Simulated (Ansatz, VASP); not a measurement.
# Ti in VASP and in Ansatz

```xyz
1
Lattice="-1.6465 1.6465 1.6465 1.6465 -1.6465 1.6465 1.6465 1.6465 -1.6465" Properties=species:S:1:pos:R:3 pbc="T T T"
Ti    0.0000    0.0000    0.0000
```

Change from the starting cell: volume scaled by 1.01, crystal datasets.

Alike in both runs: task electric field gradients; functional PBEsol; k mesh 17 × 17 × 17; occupations fermi-dirac, width 0.08 eV; no spin polarisation.

|  | VASP | Ansatz |
| --- | --- | --- |
| version | VASP 6.6.1 | Ansatz 0.2.0 |
| potentials or method | VASP PAW PBE potentials, release 64 (Ti_sv), cutoff 520 eV | all-electron PAW with datasets made for the crystal, scalar-relativistic |

Ansatz gave:

* pressure (GPa): -7.4
* Vzz of the field gradient on the site that differs most (V/Å²): 0.0

Question: What did VASP give for the same quantities?

Answer: Pressure (GPa): -7.5; Vzz of the field gradient on the site that differs most (V/Å²): 0.0.

Ansatz ran all-electron here, so the differences hold the error of VASP's frozen core and of both bases.

Caveats: the PAW data sets were made with another functional, which shifts forces and pressure a little (VASP).
